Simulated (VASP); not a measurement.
# SrCl2: Cl into a neighbouring Cl vacancy, part 2 of 7

Aim: the barrier for one hop in SrCl2: Cl into a neighbouring Cl vacancy. The start is a cell from a database of measured crystal structures.

VASP 6.6.1; PBEsol; plane waves and PAW (Sr_sv, Cl).

So far. Step 2 (Relax the host): The run ended after 3 ionic steps, 0.006 eV below its first step, once forces and stress met EDIFFG = -0.02.

## Step 3: Relax the start

System of this step: Sr12Cl23. The cell holds 35 atoms: 12 Sr and 23 Cl. Its edges and angles: a = 9.785 Å, b = 9.785 Å, c = 14.677 Å, α = 60.0°, β = 60.0°, γ = 60.0°. It derives from SrCl2. Nearest the centre at fractional (0.250, 0.250, 0.333): Cl25 at 1.72 Å, Sr5 at 2.44 Å, Sr8 at 2.47 Å, Cl18 at 3.86 Å, Cl28 at 3.86 Å, Cl15 at 3.87 Å, Cl31 at 3.87 Å, Cl30 at 3.87 Å. The cell carries charge +1.

A path needs two true minima; the start is relaxed with symmetry off.

This cell carries charge +1, set by NELECT and balanced by a uniform background.

INCAR

```
SYSTEM = Sr12Cl23
PREC = Normal
ENCUT = 280
EDIFF = 1E-05
NELM = 120
ISMEAR = 0
SIGMA = 0.05
LREAL = Auto
ALGO = Fast
GGA = PS
NELECT = 280
NBANDS = 168
LORBIT = 11
LWAVE = .FALSE.
LCHARG = .FALSE.
NCORE = 6
IBRION = 2
NSW = 60
ISIF = 2
EDIFFG = -0.05
POTIM = 0.4
MAXMIX = 40
ISYM = 0
```

POSCAR

```
Sr12Cl23
1.0
    0.0000000000      6.9187414712      6.9187414712
    6.9187414712      0.0000000000      6.9187414712
   10.3781122068     10.3781122068      0.0000000000
Sr Cl
12 23
Direct
    0.0011656326     -0.0002104384      0.0008062789
    0.0038372407     -0.0025469062      0.3325199137
    0.0021429385     -0.0010890694      0.6663579328
    0.0004061472      0.5011742356     -0.0002159914
    0.0001321408      0.4984741973      0.3329312903
   -0.0012308320      0.5003854275      0.6675637712
    0.5007701667     -0.0007466301     -0.0010090880
    0.5037237857     -0.0008136486      0.3333446423
    0.5009356863     -0.0014408998      0.6624024965
    0.5012331077      0.4993951046     -0.0004103534
    0.4947859527      0.5041225048      0.3346663532
    0.4989405512      0.5029761655      0.6686192484
    0.3736029192      0.3768811709      0.5810886608
    0.3720809824      0.3759440149      0.9162474081
    0.3735965975      0.8761193336      0.2491149399
    0.3741816598      0.8743548034      0.5839474729
    0.3758936122      0.8750338637      0.9177883223
    0.8765153659      0.3720351219      0.2503997471
    0.8735019229      0.3791415267      0.5822665747
    0.8727704256      0.3763221855      0.9157465448
    0.8738964770      0.8732643127      0.2512613872
    0.8762143942      0.8724363731      0.5829083630
    0.8733743092      0.8718595426      0.9192141555
    0.1259723329      0.1231676065      0.0850451686
    0.1276254846      0.1231071530      0.4163660173
    0.1210644330      0.1246520762      0.7519584348
    0.1256352404      0.6266059875      0.0820506696
    0.1206355572      0.6259095859      0.4164334323
    0.1237797385      0.6243695106      0.7521235051
    0.6263225334      0.1250314826      0.0833103237
    0.6239671750      0.1257587048      0.4178494985
    0.6236467721      0.1198466854      0.7529367085
    0.6231879746      0.6226917704      0.0846049458
    0.6248241735      0.6276688950      0.4155287794
    0.6279103399      0.6256129703      0.7493493205
```

KPOINTS

```
Automatic mesh
0
Gamma
2 2 1
0 0 0
```

Potentials, in the order of the species: Sr_sv and Cl (PBE family, release 64).

The run is started by

```console
mpirun -np 6 vasp_std
```

The program printed:

```text
[banner, memory and clock lines left out]
running    6 mpi-ranks, on    1 nodes
 distrk:  each k-point on    6 cores,    1 groups
 distr:  one band on    6 cores,    1 groups

 POSCAR found type information on POSCAR SrCl
 POSCAR found :  2 types and      35 ions
 [... a notice as in an earlier step ...]

 [... a notice as in an earlier step ...]

 LDA part: xc-table for (Slater+PW92), standard interpolation
|                                                                             |
|           W    W    AA    RRRRR   N    N  II  N    N   GGGG   !!!           |
|           W    W   A  A   R    R  NN   N  II  NN   N  G    G  !!!           |
|           W    W  A    A  R    R  N N  N  II  N N  N  G       !!!           |
|           W WW W  AAAAAA  RRRRR   N  N N  II  N  N N  G  GGG   !            |
|           WW  WW  A    A  R   R   N   NN  II  N   NN  G    G                |
|           W    W  A    A  R    R  N    N  II  N    N   GGGG   !!!           |
|                                                                             |
|     Your reciprocal lattice and k-lattice belong to different lattice       |
|     classes:                                                                |
|                                                                             |
|        The reciprocal lattice is body-centered orthorhombic,                |
|        whereas your k-lattice is base-centered monoclinic.                  |
|                                                                             |
|     Results are often still useful ...                                      |
|                                                                             |

 POSCAR, INCAR and KPOINTS ok, starting setup
 FFT: planning ... GRIDC
 FFT: planning ... GRID_SOFT
 FFT: planning ... GRID
 WAVECAR not read
 entering main loop
       N       E                     dE             d eps       ncg     rms          rms(c)
DAV:   1     0.170097196830E+04    0.17010E+04   -0.93840E+04  1360   0.926E+02
DAV:   2     0.127627379579E+02   -0.16882E+04   -0.16447E+04  1672   0.266E+02
DAV:   3    -0.152484591641E+03   -0.16525E+03   -0.16458E+03  1664   0.778E+01
DAV:   4    -0.159930926845E+03   -0.74463E+01   -0.74362E+01  2192   0.170E+01
DAV:   5    -0.160403754050E+03   -0.47283E+00   -0.47278E+00  2048   0.293E+00BRMIX: very serious problems
 the old and the new charge density differ
 old charge density:   281.00000 new  279.99998
    0.503E+01
RMM:   6    -0.157649661466E+03    0.27541E+01   -0.56171E+00  1344   0.403E+00    0.296E+01
RMM:   7    -0.157549543631E+03    0.10012E+00   -0.91333E+00  1518   0.494E+00    0.589E+00
RMM:   8    -0.157443445792E+03    0.10610E+00   -0.11354E+00  1557   0.199E+00    0.197E+00
RMM:   9    -0.157464088266E+03   -0.20642E-01   -0.28012E-01  2108   0.794E-01    0.127E+00
RMM:  10    -0.157475375842E+03   -0.11288E-01   -0.65025E-02  2142   0.414E-01    0.799E-01
RMM:  11    -0.157487406233E+03   -0.12030E-01   -0.42372E-02  2278   0.342E-01    0.630E-01
RMM:  12    -0.157489483467E+03   -0.20772E-02   -0.17177E-02  2410   0.190E-01    0.270E-01
RMM:  13    -0.157491132243E+03   -0.16488E-02   -0.87272E-03  2365   0.136E-01    0.149E-01
RMM:  14    -0.157491899186E+03   -0.76694E-03   -0.47404E-03  2359   0.102E-01    0.155E-01
RMM:  15    -0.157492063854E+03   -0.16467E-03   -0.22420E-03  2343   0.766E-02    0.326E-02
RMM:  16    -0.157492199928E+03   -0.13607E-03   -0.12191E-03  2236   0.534E-02    0.338E-02
WARNING in EDDRMM: call to ZHEGV failed, returncode =   8  4     75
RMM:  17    -0.157492257189E+03   -0.57262E-04   -0.66478E-04  2218   0.401E-02    0.183E-02
RMM:  18    -0.157492292833E+03   -0.35643E-04   -0.32390E-04  2023   0.285E-02    0.152E-02
RMM:  19    -0.157492310826E+03   -0.17993E-04   -0.17148E-04  1772   0.208E-02    0.112E-02
RMM:  20    -0.157492318940E+03   -0.81139E-05   -0.79240E-05  1535   0.152E-02
   1 F= -.15749232E+03 E0= -.15749232E+03  d E =-.157492E+03
 curvature:   0.00 expect dE= 0.000E+00 dE for cont linesearch  0.000E+00
 trial: gam= 0.00000 g(F)=  0.260E+00 g(S)=  0.000E+00 ort = 0.000E+00 (trialstep = 0.100E+01)
 search vector abs. value=  0.260E+00
 bond charge predicted
       N       E                     dE             d eps       ncg     rms          rms(c)
DAV:   1    -0.157658805741E+03   -0.16649E+00   -0.20046E+01  1520   0.888E+00    0.225E+00
RMM:   2    -0.157724470930E+03   -0.65665E-01   -0.83165E-01  1344   0.195E+00    0.122E+00
RMM:   3    -0.157724612258E+03   -0.14133E-03   -0.98744E-02  1441   0.733E-01    0.111E+00
RMM:   4    -0.157721638709E+03    0.29735E-02   -0.38735E-02  1663   0.379E-01    0.549E-01
RMM:   5    -0.157724758695E+03   -0.31200E-02   -0.16540E-02  1732   0.266E-01    0.825E-01
RMM:   6    -0.157723672860E+03    0.10858E-02   -0.13374E-02  1920   0.219E-01    0.261E-01
RMM:   7    -0.157723771106E+03   -0.98246E-04   -0.40681E-03  2244   0.109E-01    0.269E-01
RMM:   8    -0.157723882361E+03   -0.11126E-03   -0.20821E-03  2354   0.732E-02    0.700E-02
RMM:   9    -0.157724018931E+03   -0.13657E-03   -0.10721E-03  2415   0.507E-02    0.765E-02
RMM:  10    -0.157724059109E+03   -0.40178E-04   -0.63098E-04  2267   0.429E-02    0.339E-02
RMM:  11    -0.157724096921E+03   -0.37812E-04   -0.34425E-04  2014   0.279E-02    0.184E-02
WARNING in EDDRMM: call to ZHEGV failed, returncode =   6  3    118
WARNING in EDDRMM: call to ZHEGV failed, returncode =   6  3     89
RMM:  12    -0.157724122315E+03   -0.25394E-04   -0.20414E-04  1569   0.204E-02    0.168E-02
RMM:  13    -0.157724132735E+03   -0.10420E-04   -0.11149E-04  1389   0.158E-02    0.104E-02
RMM:  14    -0.157724138804E+03   -0.60687E-05   -0.59460E-05  1037   0.118E-02
   2 F= -.15772414E+03 E0= -.15772414E+03  d E =-.231820E+00
[...]
WARNING in EDDRMM: call to ZHEGV failed, returncode =   6  3    132
[...]
WARNING in EDDRMM: call to ZHEGV failed, returncode =   6  3     77
[...]
WARNING in EDDRMM: call to ZHEGV failed, returncode =   6  3    103
[...]
WARNING in EDDRMM: call to ZHEGV failed, returncode =   6  3    131
[... from here on, the cycles between the ionic steps are left out ...]
   3 F= -.15808179E+03 E0= -.15808179E+03  d E =-.589475E+00
[...]
WARNING in EDDRMM: call to ZHEGV failed, returncode =   8  4    113
[...]
WARNING in EDDRMM: call to ZHEGV failed, returncode =   6  3     87
WARNING in EDDRMM: call to ZHEGV failed, returncode =   6  3     97
   4 F= -.15809029E+03 E0= -.15809029E+03  d E =-.597971E+00
   5 F= -.15815442E+03 E0= -.15815442E+03  d E =-.641344E-01
[...]
WARNING in EDDRMM: call to ZHEGV failed, returncode =   6  3    108
WARNING in EDDRMM: call to ZHEGV failed, returncode =   8  4     73
WARNING in EDDRMM: call to ZHEGV failed, returncode =   6  3    122
[...]
WARNING in EDDRMM: call to ZHEGV failed, returncode =   8  4    116
   6 F= -.15825119E+03 E0= -.15825119E+03  d E =-.160898E+00
[...]
WARNING in EDDRMM: call to ZHEGV failed, returncode =   6  3    114
   7 F= -.15825333E+03 E0= -.15825333E+03  d E =-.163037E+00
[...]
WARNING in EDDRMM: call to ZHEGV failed, returncode =   6  3    115
WARNING in EDDRMM: call to ZHEGV failed, returncode =   8  4     82
[...]
WARNING in EDDRMM: call to ZHEGV failed, returncode =   8  4     87
[...]
WARNING in EDDRMM: call to ZHEGV failed, returncode =   6  3    127
   8 F= -.15828530E+03 E0= -.15828530E+03  d E =-.319708E-01
   9 F= -.15829651E+03 E0= -.15829651E+03  d E =-.431841E-01
  10 F= -.15829759E+03 E0= -.15829759E+03  d E =-.442677E-01
[...]
WARNING in EDDRMM: call to ZHEGV failed, returncode =   6  3    140
  11 F= -.15830912E+03 E0= -.15830912E+03  d E =-.115212E-01
[...]
WARNING in EDDRMM: call to ZHEGV failed, returncode =   6  3    132
[...]
WARNING in EDDRMM: call to ZHEGV failed, returncode =   8  4     51
  12 F= -.15831115E+03 E0= -.15831115E+03  d E =-.135596E-01
[...]
WARNING in EDDRMM: call to ZHEGV failed, returncode =   6  3    121
  13 F= -.15831495E+03 E0= -.15831495E+03  d E =-.379807E-02
 trial-energy change:   -0.003798  1 .order   -0.003987   -0.005624   -0.002350
 step:   7.1575(harm=  7.1575)  dis= 0.02192  next Energy=  -158.315984 (dE=-0.483E-02)
 bond charge predicted
       N       E                     dE             d eps       ncg     rms          rms(c)
DAV:   1    -0.158310708010E+03    0.42403E-02   -0.13383E+00  1456   0.230E+00    0.612E-01
RMM:   2    -0.158314740663E+03   -0.40327E-02   -0.45628E-02  1344   0.497E-01    0.167E-01
RMM:   3    -0.158315408323E+03   -0.66766E-03   -0.67884E-03  2012   0.173E-01    0.856E-02
RMM:   4    -0.158315501851E+03   -0.93527E-04   -0.10815E-03  2214   0.581E-02    0.672E-02
RMM:   5    -0.158315528801E+03   -0.26950E-04   -0.28571E-04  2014   0.295E-02    0.655E-02
RMM:   6    -0.158315542996E+03   -0.14196E-04   -0.15076E-04  1751   0.201E-02    0.583E-02
RMM:   7    -0.158315551633E+03   -0.86367E-05   -0.86741E-05  1544   0.150E-02
  14 F= -.15831555E+03 E0= -.15831555E+03  d E =-.439790E-02
 curvature:  -5.17 expect dE=-0.202E-02 dE for cont linesearch -0.100E-04
 trial: gam= 0.25592 g(F)=  0.391E-03 g(S)=  0.000E+00 ort =-0.614E-04 (trialstep = 0.476E+01)
 search vector abs. value=  0.487E-03
 reached required accuracy - stopping structural energy minimisation
```

The job ended after 3.7 min (6 MPI ranks of Intel Xeon 6975P-C (Granite Rapids), shared host; peak memory 0.99 GiB; 22 min of CPU time).

(Continued in part 3 of 7.)

[Lines on the potential files, build, host, timing and source positions are cut from VASP's logs without a mark.]

[Logs are printed without paths, hosts, clocks, repeated set-up lines and the standing remarks that a program may print on its own settings, such as how far it seeks lower states.]

[Hosts, paths, dates, database ids (printed as entryN), source tags and the programs' standing remarks are cut or masked in the printed files.]

[Runs that stopped without an error message from VASP are left out.]
